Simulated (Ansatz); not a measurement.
# Li: the cost of one run

Method: DFT PBE, scalar-relativistic, plane waves, PAW, in Ansatz 0.2.0.

## 1. The system as given

It takes space group Im-3m (No. 229, cubic). The conventional cell has a = 3.450 Å, b = 3.450 Å, c = 3.450 Å, α = 90.00°, β = 90.00°, γ = 90.00°. Li (site symmetry m-3m) has 8 Li at 2.99 Å as nearest neighbours.

As a file:

```
CELL_PARAMETERS angstrom
3.45000 0.00000 0.00000
0.00000 3.45000 0.00000
0.00000 0.00000 3.45000
ATOMIC_POSITIONS crystal
Li 0.00000 0.00000 0.00000
Li 0.50000 0.50000 0.50000
```

## 2. Relaxing cell and atoms: Li, no spin

input.yaml reads:

```yaml
crystal:
  lattice:
    - [3.45, 0.0, 0.0]
    - [0.0, 3.45, 0.0]
    - [0.0, 0.0, 3.45]
  atoms:
    - { symbol: Li, position: [0.0, 0.0, 0.0] }
    - { symbol: Li, position: [0.5, 0.5, 0.5] }
scf:
  occupations: { method: methfessel_paxton, width: 0.1 }
output:
  forces: true
  stress: true
  eigenvalues: true
  write_density: true
  write_potential: true
  elf: true
  volumetric_format: npy
hamiltonian:
  xc: pbe
kpoints:
  mp_grid: { grid: [18, 18, 18] }
relax:
  f_tol: 0.005
  cell: { stress_tol: 0.02 }
```

Launch:

```bash
$ ansatz run input.yaml --threads 4 --pin off --max-ram 14336MiB --backend cpu --events-out ev --progress --plain --runs-dir out
```

Q: Estimate wall time and peak memory on 4 threads of Intel Xeon 6975P-C (Granite Rapids), shared host.

About 2.2 s, with a peak of 0.43 GiB.
